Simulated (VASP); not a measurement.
# KF (Carobbiite) (Fm-3m) in VASP: further runs

Runs on KF (Carobbiite). Level: PBEsol. Tasks: single point.

All numbers are computed with VASP 6.6.1; they aren't measurements. Logs are shortened: lines on timing, memory, paths and dates and some standing lists are left out, and cuts for length are marked.

**1. The crystal as given**

Symmetry: Fm-3m, No. 225, cubic system. The conventional cell has a = 5.344 Å, b = 5.344 Å, c = 5.344 Å, α = 90.00°, β = 90.00°, γ = 90.00°. Around K (site symmetry m-3m) lie 6 F at 2.67 Å. F (site symmetry m-3m) has 6 K at 2.67 Å as nearest neighbours.

**2. Single point, PBEsol**

Contents of INCAR:

```
ADDGRID = F
ALGO = Normal
EDIFF = 1E-6
ENCUT = 460
GGA = PS
ISIF = 2
ISMEAR = 0
LASPH = T
LCHARG = F
LREAL = F
LWAVE = F
NBANDS = 15
NELM = 100
PREC = Normal
SIGMA = 0.05
```

Contents of KPOINTS:

```
k-points
0
Gamma
  5 5 5
```

Contents of POSCAR:

```
KF
1.0
    0.0000000000      2.6718500000      2.6718500000
    2.6718500000      0.0000000000      2.6718500000
    2.6718500000      2.6718500000      0.0000000000
K F
1 1
Direct
    0.0000000000      0.0000000000      0.0000000000
    0.5000000000      0.5000000000      0.5000000000
```

Potentials or basis: VASP PAW PBE potentials, release 64 (K_sv, F).

Launch:

```sh
$ cat potpaw_PBE.64/K_sv/POTCAR potpaw_PBE.64/F/POTCAR > POTCAR
$ mpirun -np 1 vasp_std > vasp.out
```

OUTCAR:

```text
EDIFF = 1E-6
   ENCUT = 460
   GGA = PS
   ISIF = 2
   ISMEAR = 0
   LASPH = T
   LREAL = F
   NELM = 100
   PREC = Normal

 Found     10 irreducible k-points:

 Following reciprocal coordinates:
            Coordinates               Weight
  0.000000  0.000000  0.000000      1.000000
  0.200000  0.000000  0.000000      8.000000
  0.400000  0.000000  0.000000      8.000000
  0.200000  0.200000  0.000000      6.000000
  0.400000  0.200000  0.000000     24.000000
 -0.400000  0.200000  0.000000     24.000000
   k-points           NKPTS =     10   k-points in BZ     NKDIM =     10   number of bands    NBANDS=     15
   number of dos      NEDOS =    301   number of ions     NIONS =      2
   total plane-waves  NPLWV =   8000
   dimension x,y,z NGX =    20 NGY =   20 NGZ =   20
   dimension x,y,z NGXF=    40 NGYF=   40 NGZF=   40
   ions per type =               1   1
   NGX,Y,Z   is equivalent  to a cutoff of   8.80,  8.80,  8.80 a.u.
   NGXF,Y,Z  is equivalent  to a cutoff of  17.60, 17.60, 17.60 a.u.
 SYSTEM =  unknown system
   PREC   = normal    normal or accurate (medium, high low for compatibility)
   ISTART =      0    job   : 0-new  1-cont  2-samecut
   ICHARG =      2    charge: 1-file 2-atom 10-const
   ISPIN  =      1    spin polarized calculation?
   LNONCOLLINEAR =      F non collinear calculations
   LSORBIT =      F    spin-orbit coupling
   LASPH  =      T    aspherical Exc in radial PAW
   ENCUT  =  460.0 eV  33.81 Ry    5.81 a.u.   6.61  6.61  6.61*2*pi/ulx,y,z
   NELM   =    100;   NELMIN=  2; NELMDL= -5     # of ELM steps
   EDIFF  = 0.1E-05   stopping-criterion for ELM
   LREAL  =      F    real-space projection
   EDIFFG = 0.1E-04   stopping-criterion for IOM
   NSW    =      0    number of steps for IOM
   IBRION =     -1    ionic relax: 0-MD 1-quasi-New 2-CG
   NFREE  =      0    steps in history (QN), initial steepest desc. (CG)
   ISIF   =      2    stress and relaxation
   ISYM   =      2    0-nonsym 1-usesym 2-fastsym
   POTIM  = 0.5000    time-step for ionic-motion
   TEBEG  =    0.0;   TEEND  =   0.0 temperature during run
   PSTRESS=    0.0 pullay stress
   NELECT =      16.0000    total number of electrons
   NUPDOWN=      -1.0000    fix difference up-down
   EMIN   =  10.00;   EMAX   =-10.00  energy-range for DOS
   EFERMI =   0.00;   METHOD = LEGACY
   ISMEAR =     0;   SIGMA  =   0.05  broadening in eV -4-tet -1-fermi 0-gaus
   EFERMI_NEDOS =   21; number of points for ismear=-14 and -15
   IALGO  =     38    algorithm
   IMIX   =      4    mixing-type and parameters
     AMIX     =   0.40;   BMIX     =  1.00
     AMIX_MAG =   1.60;   BMIX_MAG =  1.00
  volume/ion in A,a.u.               =      19.07       128.72
  Fermi-wavevector in a.u.,A,eV,Ry     =   1.225442  2.315750 20.431978  1.501708
  Thomas-Fermi vector in A             =   2.360480
   LORBIT       =      0    0 simple, 1 ext, 2 COOP (PROOUT), +10 PAW based schemes
   GGA     = PS    functional components
   LHFCALC =     F    Hartree Fock is set to
   AEXX    =    0.0000 exact exchange contribution
   IVDW    =     0    specifies the selected vdW correction
   LEPSILON=     F    determine dielectric tensor
   LRPA    =     F    only Hartree local field effects (RPA)
 non-spin polarized calculation
 Gauss-broadening in eV      SIGMA  =   0.05
  energy-cutoff  :      460.00
  volume of cell :       38.15
 maximum number of plane-waves:       872
   NGX = 13   NGY = 13   NGZ = 13

 number of electron      16.0000045 magnetization

 Free energy of the ion-electron system (eV)
  ---------------------------------------------------
  ext. energy  EPLUGINS =         0.00000000
  ---------------------------------------------------
  free energy    TOTEN  =        -8.52289394 eV

  energy without entropy =       -8.52289394  energy(sigma->0) =       -8.52289394

 E-fermi :  -2.5837     XC(G=0):  -8.6076

 val. band max:       -2.9119197574   @ k =   0.0000   0.0000   0.0000
 cond. band min:       3.1227610746   @ k =   0.0000   0.0000   0.0000
 fundamental gap:      6.0346808320
 Fermi energy:        -2.5836868943

 k-point     1 :       0.0000    0.0000    0.0000
  band No.  band energies     occupation
      1     -28.8730      2.00000
      2     -21.4361      2.00000
      3     -12.1841      2.00000
      4     -12.1841      2.00000
      5     -12.1841      2.00000
      6      -2.9124      2.00000
      7      -2.9119      2.00000
      8      -2.9119      2.00000
      9       3.1228      0.00000
     10       7.7276      0.00000
     11       7.7277      0.00000
     12       7.7277      0.00000
     13       9.4017      0.00000
     14       9.4017      0.00000
     15      13.8116      0.00000

 k-point     2 :       0.2000    0.0000    0.0000
  band No.  band energies     occupation
      1     -28.8394      2.00000
      2     -21.4672      2.00000
      3     -12.2825      2.00000
      4     -12.1972      2.00000
      5     -12.1972      2.00000
      6      -3.2342      2.00000
      7      -3.0386      2.00000
      8      -3.0382      2.00000
      9       4.1637      0.00000
     10       7.2199      0.00000
     11       8.2361      0.00000
     12       8.2362      0.00000
     13       9.7808      0.00000
     14       9.7808      0.00000
     15      15.4135      0.00000

 k-point     3 :       0.4000    0.0000    0.0000
  band No.  band energies     occupation
      1     -28.7842      2.00000
      2     -21.5166      2.00000
      3     -12.4387      2.00000
      4     -12.2178      2.00000
      5     -12.2178      2.00000
      6      -3.6586      2.00000
      7      -3.2341      2.00000
      8      -3.2337      2.00000
      9       5.8711      0.00000
     10       7.2691      0.00000
     11       9.0268      0.00000
     12       9.0269      0.00000
     13      10.9879      0.00000
     14      10.9879      0.00000
     15      13.8874      0.00000

 k-point     4 :       0.2000    0.2000    0.0000
  band No.  band energies     occupation
      1     -28.8295      2.00000
      2     -21.4647      2.00000
      3     -12.2671      2.00000
      4     -12.2591      2.00000
      5     -12.2591      2.00000
      6      -3.3547      2.00000
      7      -2.9501      2.00000
      8      -2.9498      2.00000
      9       4.3856      0.00000
     10       6.5589      0.00000
     11       8.7235      0.00000
     12       8.7235      0.00000
     13       9.6860      0.00000
     14       9.7932      0.00000
     15      16.0820      0.00000

 k-point     5 :       0.4000    0.2000    0.0000
  band No.  band energies     occupation
      1     -28.7836      2.00000
      2     -21.4885      2.00000
      3     -12.4559      2.00000
      4     -12.3149      2.00000
      5     -12.2958      2.00000
      6      -3.4484      2.00000
      7      -3.1299      2.00000
      8      -3.0715      2.00000
      9       5.8911      0.00000
     10       6.3284      0.00000
     11       9.0102      0.00000
     12       9.4957      0.00000
     13      10.5616      0.00000
     14      10.7605      0.00000
     15      14.1858      0.00000

 k-point     6 :      -0.4000    0.2000    0.0000
  band No.  band energies     occupation
      1     -28.7650      2.00000
      2     -21.5050      2.00000
      3     -12.5077      2.00000
      4     -12.3683      2.00000
      5     -12.2572      2.00000
      6      -3.5341      2.00000
      7      -3.2282      2.00000
      8      -3.1572      2.00000
      9       6.3169      0.00000
     10       7.1841      0.00000
     11       8.7834      0.00000
     12       9.6324      0.00000
     13      10.9930      0.00000
     14      11.8962      0.00000
     15      12.6132      0.00000

 [... further k-points ...]

------------------------ aborting loop because EDIFF is reached ----------------------------------------

  FORCE on cell =-STRESS in cart. coord.  units (eV):
  Direction    XX          YY          ZZ          XY          YZ          ZX
  --------------------------------------------------------------------------------------
  -------------------------------------------------------------------------------------
  Total       -0.3459193     -0.3459193     -0.3459193      0.0000000      0.0000000      0.0000000
  in kB      -14.5284450    -14.5284450    -14.5284450      0.0000000      0.0000000      0.0000000
  external PRESSURE =     -14.5284450 kB  Pullay stress =       0.0000000 kB

 VOLUME and BASIS-vectors are now :
 -----------------------------------------------------------------------------
  energy-cutoff  :      460.00
  volume of cell :       38.15
      direct lattice vectors                 reciprocal lattice vectors
     0.000000000  2.671850000  2.671850000    -0.187136254  0.187136254  0.187136254
     2.671850000  0.000000000  2.671850000     0.187136254 -0.187136254  0.187136254
     2.671850000  2.671850000  0.000000000     0.187136254  0.187136254 -0.187136254

 POSITION                                       TOTAL-FORCE (eV/Angst)
 -----------------------------------------------------------------------------------
      0.00000      0.00000      0.00000         0.000000     -0.000000     -0.000000
      2.67185      2.67185      2.67185        -0.000000      0.000000      0.000000
 -----------------------------------------------------------------------------------
    total drift:                                0.000000      0.000000      0.000000

  FREE ENERGIE OF THE ION-ELECTRON SYSTEM (eV)
  ---------------------------------------------------
  free  energy   TOTEN  =        -8.5228939390 eV

  energy  without entropy=       -8.5228939390  energy(sigma->0) =       -8.52289394
```

Wall time 3.9 s (1 thread of Intel Xeon Platinum 8488C (Sapphire Rapids), shared host); peak memory 0.12 GiB.

The run converged, but some of its settings lie outside the range that counts as converged, so its numbers aren't taken as properties of the crystal.

What came out:

| Item | Value |
| --- | --- |
| Free energy | -8.5229 eV |
| Pressure | -1.5 GPa |
| Band gap on the k mesh | 6.03 eV, direct |

Caveat: the cutoff is under 1.25 times the usual one of these potentials, so pressure, stress and relaxed cells hold a basis-set (Pulay) error; the PAW data sets were made with another functional, which shifts forces and pressure a little.

[end of part 1 of 2]
